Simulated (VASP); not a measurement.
# WC (Fd-3m) in VASP: notebook

One crystal, WC, is run at these levels: LDA; tasks: relaxation of cell and atoms, relaxation of the volume alone.

Program: VASP 6.6.1. These are calculated values, not measurements. Logs are shortened: lines on timing, memory, paths and dates and some standing lists are left out, and cuts for length are marked.

### Step 1. The crystal as given

Symmetry: Fd-3m, No. 227, cubic system. The conventional cell has a = 5.774 Å, b = 5.774 Å, c = 5.774 Å, α = 90.00°, β = 90.00°, γ = 90.00°. W (site symmetry -43m) has 4 W at 2.50 Å and 4 C at 2.50 Å as nearest neighbours. C (site symmetry -43m) has 4 W at 2.50 Å and 4 C at 2.50 Å as nearest neighbours.

The cell was built by a generator and needn't be a form met in nature.

### Step 2. Relaxation of cell and atoms, LDA

INCAR

```
SYSTEM = WC
ALGO = Normal
EDIFF = 1E-6
EDIFFG = -0.02
ENCUT = 600
IBRION = 2
ISIF = 3
ISMEAR = -1
LASPH = .TRUE.
LCHARG = .FALSE.
LREAL = .FALSE.
LWAVE = .FALSE.
NELM = 80
NSW = 60
PREC = Accurate
PSTRESS = 0
SIGMA = 0.05
```

KPOINTS

```
k-points
0
G
  6 6 6
  0 0 0
```

POSCAR

```
WC
1.0
    0.0000000000      2.8868000000      2.8868000000
    2.8868000000      0.0000000000      2.8868000000
    2.8868000000      2.8868000000      0.0000000000
W C
2 2
Direct
    0.5000000000      0.5000000000      0.5000000000
    0.7500000000      0.7500000000      0.7500000000
    0.0000000000      0.0000000000      0.0000000000
    0.2500000000      0.2500000000      0.2500000000
```

Potentials or basis: VASP PAW LDA potentials, release 64 (W_sv, C).

The run is started by

```sh
$ cat potpaw_LDA.64/W_sv/POTCAR potpaw_LDA.64/C/POTCAR > POTCAR
$ mpirun -np 1 vasp_std > vasp.out
```

OUTCAR:

```text
SYSTEM = WC
   EDIFF = 1E-6
   EDIFFG = -0.02
   ENCUT = 600
   IBRION = 2
   ISIF = 3
   ISMEAR = -1
   LASPH = .TRUE.
   LREAL = .FALSE.
   NELM = 80
   NSW = 60
   PREC = Accurate
   PSTRESS = 0

 ion  position               nearest neighbor table
   1  0.500  0.500  0.500-   4 2.50   4 2.50   4 2.50   2 2.50   2 2.50   2 2.50   4 2.50   2 2.50

   2  0.750  0.750  0.750-   1 2.50   1 2.50   1 2.50   3 2.50   3 2.50   3 2.50   3 2.50   1 2.50

   3  0.000  0.000  0.000-   2 2.50   2 2.50   2 2.50   2 2.50
   4  0.250  0.250  0.250-   1 2.50   1 2.50   1 2.50   1 2.50

  LATTYP: Found a face centered cubic cell.
 ALAT       =     5.7736000000

  Lattice vectors:

 A1 = (   0.0000000000,   2.8868000000,   2.8868000000)
 A2 = (   2.8868000000,   0.0000000000,   2.8868000000)
 A3 = (   2.8868000000,   2.8868000000,   0.0000000000)

Analysis of symmetry for initial positions (statically):
=====================================================================
 Subroutine PRICEL returns:
 Original cell was already a primitive cell.

 Routine SETGRP: Setting up the symmetry group for a
 face centered cubic supercell.

 Subroutine GETGRP returns: Found 48 space group operations
 (whereof 24 operations were pure point group operations)
 out of a pool of 48 trial point group operations.

The static configuration has the point symmetry T_d .
 The point group associated with its full space group is O_h .

Analysis of symmetry for dynamics (positions and initial velocities):
=====================================================================
 Subroutine PRICEL returns:
 Original cell was already a primitive cell.

 Routine SETGRP: Setting up the symmetry group for a
 face centered cubic supercell.

 Subroutine GETGRP returns: Found 48 space group operations
 (whereof 24 operations were pure point group operations)
 out of a pool of 48 trial point group operations.

The dynamic configuration has the point symmetry T_d .
 The point group associated with its full space group is O_h .

 Subroutine INISYM returns: Found 48 space group operations
 (whereof 24 operations are pure point group operations),
 and found     1 'primitive' translations

----------------------------------------------------------------------------------------

                                     Primitive cell

  volume of cell :      48.1150

  direct lattice vectors                    reciprocal lattice vectors
     0.000000000  2.886800000  2.886800000    -0.173202162  0.173202162  0.173202162
     2.886800000  0.000000000  2.886800000     0.173202162 -0.173202162  0.173202162
     2.886800000  2.886800000  0.000000000     0.173202162  0.173202162 -0.173202162

  length of vectors
     4.082551712  4.082551712  4.082551712     0.299994944  0.299994944  0.299994944

  position of ions in fractional coordinates (direct lattice)
     0.500000000  0.500000000  0.500000000
     0.750000000  0.750000000  0.750000000
     0.000000000  0.000000000  0.000000000
[... 63 lines left out ...]
   ISTART =      0    job   : 0-new  1-cont  2-samecut
   ICHARG =      2    charge: 1-file 2-atom 10-const
   ISPIN  =      1    spin polarized calculation?
   LNONCOLLINEAR =      F non collinear calculations
   LSORBIT =      F    spin-orbit coupling
   LASPH  =      T    aspherical Exc in radial PAW
   ENCUT  =  600.0 eV  44.10 Ry    6.64 a.u.   8.15  8.15  8.15*2*pi/ulx,y,z
   NELM   =     80;   NELMIN=  2; NELMDL= -5     # of ELM steps
   EDIFF  = 0.1E-05   stopping-criterion for ELM
   LREAL  =      F    real-space projection
   EDIFFG = -.2E-01   stopping-criterion for IOM
   NSW    =     60    number of steps for IOM
   IBRION =      2    ionic relax: 0-MD 1-quasi-New 2-CG
   NFREE  =      1    steps in history (QN), initial steepest desc. (CG)
   ISIF   =      3    stress and relaxation
   ISYM   =      2    0-nonsym 1-usesym 2-fastsym
   POTIM  = 0.5000    time-step for ionic-motion
   TEBEG  =    0.0;   TEEND  =   0.0 temperature during run
   PSTRESS=    0.0 pullay stress
   NELECT =      36.0000    total number of electrons
   NUPDOWN=      -1.0000    fix difference up-down
   EMIN   =  10.00;   EMAX   =-10.00  energy-range for DOS
   EFERMI =   0.00;   METHOD = LEGACY
   ISMEAR =    -1;   SIGMA  =   0.05  broadening in eV -4-tet -1-fermi 0-gaus
   EFERMI_NEDOS =   21; number of points for ismear=-14 and -15
   IALGO  =     38    algorithm
   IMIX   =      4    mixing-type and parameters
     AMIX     =   0.40;   BMIX     =  1.00
     AMIX_MAG =   1.60;   BMIX_MAG =  1.00
  volume/ion in A,a.u.               =      12.03        81.17
  Fermi-wavevector in a.u.,A,eV,Ry     =   1.486217  2.808543 30.053117  2.208842
  Thomas-Fermi vector in A             =   2.599531
   LORBIT       =      0    0 simple, 1 ext, 2 COOP (PROOUT), +10 PAW based schemes
   GGA     = CA    functional components
   LHFCALC =     F    Hartree Fock is set to
   AEXX    =    0.0000 exact exchange contribution
   IVDW    =     0    specifies the selected vdW correction
   LEPSILON=     F    determine dielectric tensor
   LRPA    =     F    only Hartree local field effects (RPA)
 conjugate gradient relaxation of ions
 non-spin polarized calculation
  energy-cutoff  :      600.00
  volume of cell :       48.11
 maximum number of plane-waves:      1639
 NGX is ok and might be reduce to    36
   NGX = 17   NGY = 17   NGZ = 17

--------------------------------------- Ionic step        1  -------------------------------------------

 number of electron      36.0000000 magnetization

 Free energy of the ion-electron system (eV)
  ---------------------------------------------------
  ext. energy  EPLUGINS =         0.00000000
  ---------------------------------------------------
  free energy    TOTEN  =       -39.14624022 eV

  energy without entropy =      -39.13935526  energy(sigma->0) =      -39.14279774

 E-fermi :   9.4489     XC(G=0): -13.2237

 val. band max:        9.2796404146   @ k =   0.5000   0.1667   0.0000
 cond. band min:       9.5551812879   @ k =  -0.3333   0.3333   0.0000
 fundamental gap:      0.2755408733
 Fermi energy:         9.4488559655

 k-point     1 :       0.0000    0.0000    0.0000
  band No.  band energies     occupation
      1     -64.1484      2.00000
      2     -63.7868      2.00000
      3     -29.0440      2.00000
      4     -29.0440      2.00000
      5     -29.0440      2.00000
      6     -28.0512      2.00000
[... 502 lines left out ...]
--------------------------------------- Ionic step        4  -------------------------------------------

 number of electron      35.9999999 magnetization

 Free energy of the ion-electron system (eV)
  ---------------------------------------------------
  ext. energy  EPLUGINS =         0.00000000
  ---------------------------------------------------
  free energy    TOTEN  =       -39.21543781 eV

  energy without entropy =      -39.20878291  energy(sigma->0) =      -39.21211036

 E-fermi :  10.0362     XC(G=0): -13.4456

 val. band max:        9.8728175083   @ k =   0.5000   0.1667   0.0000
 cond. band min:      10.1221228824   @ k =  -0.3333   0.3333   0.0000
 fundamental gap:      0.2493053741
 Fermi energy:        10.0362019318

 k-point     1 :       0.0000    0.0000    0.0000
  band No.  band energies     occupation
      1     -63.5522      2.00000
      2     -63.1269      2.00000
      3     -28.5164      2.00000
      4     -28.5164      2.00000
      5     -28.5164      2.00000
      6     -27.4050      2.00000
[... 420 lines left out ...]
  FREE ENERGIE OF THE ION-ELECTRON SYSTEM (eV)
  ---------------------------------------------------
  free  energy   TOTEN  =       -39.2154378094 eV

  energy  without entropy=      -39.2087829073  energy(sigma->0) =      -39.21211036

 reached required accuracy - stopping structural energy minimisation
```

OSZICAR:

```text
N       E                     dE             d eps       ncg     rms          rms(c)
DAV:   1     0.385151123217E+03    0.38515E+03   -0.23655E+04   704   0.203E+03
DAV:   2    -0.200877675165E+02   -0.40524E+03   -0.39877E+03   766   0.542E+02
DAV:   3    -0.402081363166E+02   -0.20120E+02   -0.19784E+02   942   0.104E+02
[... 35 lines left out ...]
DAV:   1    -0.392157029973E+02   -0.30777E-03   -0.67172E-03   732   0.950E-01    0.201E-01
DAV:   2    -0.392154941148E+02    0.20888E-03   -0.98928E-04   894   0.262E-01    0.539E-02
DAV:   3    -0.392154472477E+02    0.46867E-04   -0.15965E-04   900   0.665E-02    0.194E-02
DAV:   4    -0.392154370535E+02    0.10194E-04   -0.38058E-05   770   0.578E-02    0.253E-02
DAV:   5    -0.392154378094E+02   -0.75593E-06   -0.35511E-06   696   0.142E-02
   4 F= -.39215438E+02 E0= -.39212110E+02  d E =-.691976E-01
```

CONTCAR:

```text
WC
   1.00000000000000
    -0.0000000000000000    2.8465677641115326    2.8465677641115326
     2.8465677641115326    0.0000000000000000    2.8465677641115326
     2.8465677641115326    2.8465677641115326    0.0000000000000000
  W               C
     2     2
Direct
     0.5000000000000000    0.5000000000000000    0.5000000000000000
     0.7500000000000000    0.7500000000000000    0.7500000000000000
     0.0000000000000000    1.0000000000000000    1.0000000000000000
     0.2500000000000000    0.2500000000000000    0.2500000000000000

  0.00000000E+00  0.00000000E+00  0.00000000E+00
  0.00000000E+00  0.00000000E+00  0.00000000E+00
  0.00000000E+00  0.00000000E+00  0.00000000E+00
  0.00000000E+00  0.00000000E+00  0.00000000E+00
```

Wall time 60 s (1 thread of Intel Xeon Platinum 8488C (Sapphire Rapids), shared host); peak memory 0.19 GiB.

What came out:

| Property | Result |
| --- | --- |
| Free energy | -39.2154 eV |
| Relaxed volume | 11.53 Å³/atom |
| Relaxed cell | a = 4.026 Å, b = 4.026 Å, c = 4.026 Å, α = 60.00°, β = 60.00°, γ = 60.00° |
| Space group after relaxing (to 0.05 Å) | Fd-3m (No. 227) |
| Energy gained by relaxing | 17.3 meV/atom |
| Ionic steps | 4 |
| Pressure after relaxing | -0.1 GPa |
| Band gap on the k mesh | none (metal or under the smearing width) |

Step by step:
| step | energy change (eV) | largest force (eV/Å) | pressure (GPa) | volume (Å³) |
| --- | --- | --- | --- | --- |
| 1 | 0.0000 | 0.0000 | -10.73 | 48.11 |
| 2 | 0.1810 | 0.0000 | 25.14 | 42.72 |
| 3 | -0.0692 | 0.0000 | -0.29 | 46.17 |
| 4 | -0.0692 | 0.0000 | -0.07 | 46.13 |

Final structure:
```
CELL_PARAMETERS angstrom
0.00000 2.84657 2.84657
2.84657 0.00000 2.84657
2.84657 2.84657 0.00000
ATOMIC_POSITIONS crystal
W 0.50000 0.50000 0.50000
W 0.75000 0.75000 0.75000
C 0.00000 0.00000 0.00000
C 0.25000 0.25000 0.25000
```

(Continued in part 2 of 2.)
